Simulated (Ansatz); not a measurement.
Crystal: Ni.

```xyz
1
Lattice="0.0000 1.7376 1.7376 1.7376 0.0000 1.7376 1.7376 1.7376 0.0000" Properties=species:S:1:pos:R:3 pbc="T T T"
Ni    0.0000    0.0000    0.0000
```

* Program: Ansatz 0.2.0
* Task: relaxation of cell and atoms
* Functional: revPBE
* Potentials or basis: all-electron LAPW, scalar-relativistic
* Basis error allowed: 0.001 eV/atom
* k mesh: 13 × 13 × 13
* Occupations: fermi-dirac, width 0.05 eV
* Spin: collinear spin, ferromagnetic start
* Starting moments: [1.0] μB

At the start: volume 10.49 Å³/atom.

Question: How do energy, volume and symmetry change on relaxing?

Answer: Over 5 steps the energy falls by 22.5 meV/atom and the volume is 11.11 Å³/atom (+5.9 %); space group Fm-3m (No. 225, to 0.05 Å); moment 0.64 μB per cell.

Step by step:
```csv
step,energy change (eV),largest force (eV/Å),volume (Å³)
1,0.0000,0.0000,10.49
2,-0.0161,0.0000,10.77
3,-0.0224,0.0000,11.08
4,-0.0225,0.0000,11.11
5,-0.0225,0.0000,11.11
```

Final structure:
```xyz
1
Lattice="0.0000 1.7712 1.7712 1.7712 0.0000 1.7712 1.7712 1.7712 0.0000" Properties=species:S:1:pos:R:3 pbc="T T T"
Ni    0.0000    0.0000    0.0000
```
